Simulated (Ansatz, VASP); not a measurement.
Na in VASP and in Ansatz

INCAR

```
  ALGO = Normal
  EDIFF = 1E-7
  ENCUT = 520
  GGA = PS
  ISIF = 2
  ISMEAR = -1
  LASPH = True
  LCHARG = False
  LREAL = False
  LWAVE = False
  NBANDS = 10
  NELM = 100
  PREC = Accurate
  SIGMA = 0.05
```

KPOINTS

```
k-points
0
Gamma
  12 12 12
```

POSCAR

```
Na
1.0
   -2.1315235875      2.1315235875      2.1315235875
    2.1315235875     -2.1315235875      2.1315235875
    2.1315235875      2.1315235875     -2.1315235875
Na
1
Direct
    0.0000000000      0.0000000000      0.0000000000
```

Input for Ansatz:

```yaml
crystal:
  lattice:
    - [-2.1315235875, 2.1315235875, 2.1315235875]
    - [2.1315235875, -2.1315235875, 2.1315235875]
    - [2.1315235875, 2.1315235875, -2.1315235875]
  atoms:
    - { symbol: Na, position: [0.0, 0.0, 0.0] }
kpoints:
  mp_grid: { grid: [12, 12, 12] }
  band_path:
    path:
      - [0.0, 0.0, 0.0]
      - [0.5, -0.5, 0.5]
      - [0.0, 0.0, 0.5]
      - [0.0, 0.0, 0.0]
      - [0.25, 0.25, 0.25]
      - [0.5, -0.5, 0.5]
      - [0.25, 0.25, 0.25]
      - [0.0, 0.0, 0.5]
    npoints: 5
scf:
  occupations: { method: fermi_dirac, width: 0.05 }
hamiltonian:
  xc: pbesol
  pseudopotentials: { kind: all_electron, lapw: { basis_error: 0.00025 } }
output:
  forces: true
  stress: true
  eigenvalues: true
```

Change from the starting cell: volume scaled by 1.02.

Alike in both runs: task single point; functional PBEsol; k mesh 12 × 12 × 12; occupations fermi-dirac, width 0.05 eV; no spin polarisation.

```csv
,VASP,Ansatz
version,VASP 6.6.1,Ansatz 0.2.0
potentials or method,"VASP PAW PBE potentials, release 64 (Na_pv)","all-electron LAPW, scalar-relativistic"
plane-wave cutoff (eV),520,see its input
```

|  | VASP | Ansatz | Ansatz less VASP |
| --- | --- | --- | --- |
| pressure (GPa) | -0.5 | -0.4 | +0.01 |

Ansatz ran all-electron here, so the differences hold the error of VASP's frozen core and of both bases.

Caveats: the PAW data sets were made with another functional, which shifts forces and pressure a little (VASP).
